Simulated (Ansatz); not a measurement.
Calculated Sn-119 Mössbauer parameters for SnO₂ at a changed volume

Cell: a diffraction structure from the COD, relaxed with PBE at fixed cell and then changed (volume scaled by 0.98, ions relaxed).

Space group P4_2/mnm (No. 136); a = 4.7062, c = 3.1651 Å.

```csv
site,Wyckoff,site symmetry,x,y,z
Sn,2a,m.mm,0.0000,0.0000,0.0000
O,4f,m.2m,0.3051,0.3051,0.0000
```

One atom of each set is listed.

Computed with Ansatz: DFT, PBE, plane waves and PAW, scalar-relativistic, 420 eV cutoff, Γ-centred 7×7×9 k-points, Fermi–Dirac smearing 0.02 eV.

Isomer shifts (against SnO₂) follow from the electron density at the nucleus, δ = α(ρ − ρ₀), with α = 0.099 mm s⁻¹ a₀³ and ρ₀ = 183191.44 a₀⁻³ from a line fitted to 8 measured compounds at this level of theory (rms miss 0.12 mm/s). ΔE_Q = ½eQV_zz(1 + η²/3)^½ with Q = -0.132 b for the 23.9 keV state.

Task: What would the Sn-119 spectrum's parameters be?

Result: 

```tsv
site	atoms	first shell	ρ − ρ₀ (a₀⁻³)	δ (mm/s)	ΔE_Q (mm/s)	η
Sn	2	6 O at 2.03–2.05 Å	-0.7	-0.07	-0.51	0.42
```

The shift of Sn is typical of Sn(IV) in an ionic setting.

Without spin–orbit coupling (the program notes it for Sn) the gradients are little affected as a rule: paired runs on crystals with a gap mostly move them by under 2 % at such atoms. At this changed cell the PBE pressure is 16 GPa.

The relaxation (2 steps) took 11 s of wall time (9.5 s of CPU time) and 0.45 GiB at its peak, on 1 thread of Intel Xeon 6975P-C (Granite Rapids) (x86_64; 16 cores open to the job, memory cap 3.0 GiB, no GPU), a shared host with a load of 2.1 a core.
